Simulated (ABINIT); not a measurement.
Here is an ABINIT 10.8.3 (patched build) calculation.

File run.abi:

```
# Datasets: one volume each
ndtset 7
getwfk -1
scalecart1 3*0.9795861087
scalecart2 3*0.9864848297
scalecart3 3*0.9932883884
scalecart4 3*1.0000000000
scalecart5 3*1.0066227096
scalecart6 3*1.0131594038
scalecart7 3*1.0196128224

# Pseudopotentials
pp_dirpath "./"
pseudos "Ba.GGA_PBE-JTH.xml, Ti.GGA_PBE-JTH.xml, O.GGA_PBE-JTH.xml"

# Structure
acell 3*1.0 Angstrom
rprim
     4.0060000000     0.0000000000     0.0000000000
     0.0000000000     4.0060000000     0.0000000000
     0.0000000000     0.0000000000     4.0060000000
ntypat 3
znucl 56 22 8
natom 5
typat 1 2 3 3 3
xred
     0.5000000000     0.5000000000     0.5000000000
     0.0000000000     0.0000000000     0.0000000000
     0.0000000000     0.0000000000     0.5000000000
     0.0000000000     0.5000000000     0.0000000000
     0.5000000000     0.0000000000     0.0000000000

# Plane-wave basis
ecut 23.0
pawecutdg 45.0
pawxcdev 0

# k points
kptopt 1
ngkpt 7 7 7
nshiftk 1
shiftk 0.0 0.0 0.0

# Exchange and correlation
ixc 11

# Bands and occupations
nband 24
occopt 3
tsmear 0.00183747

# SCF cycle
nstep 100
tolvrs 1.0e-9

# Output
iomode 3
prtwf 1
prtden 0
prteig 0
prtebands 0
```

Potentials or basis: JTH PAW PBE v2.0.

Run with:

```sh
$ abinit run.abi > log 2>&1
```

What does it give for the equilibrium volume?

13.09 Å³/atom (rough: see the caveat).

Predict the bulk modulus.

161 GPa (rough).

Energy against volume, from the lowest point:
| volume (Å³/atom) | energy (meV/atom) |
| --- | --- |
| 12.086 | 44.60 |
| 12.343 | 23.63 |
| 12.601 | 9.69 |
| 12.858 | 2.04 |
| 13.115 | 0.00 |
| 13.372 | 2.99 |
| 13.629 | 10.46 |

Caveat: this set's barium file shifts pressures by 1.5 GPa and gaps by 0.1 eV against other sets; pressures at fixed basis lie under the slope of the energies; the fit is rough or its minimum lies at the end of the range; the atomic spheres overlap. Spin-orbit coupling is left out, which matters for the levels of Ba.
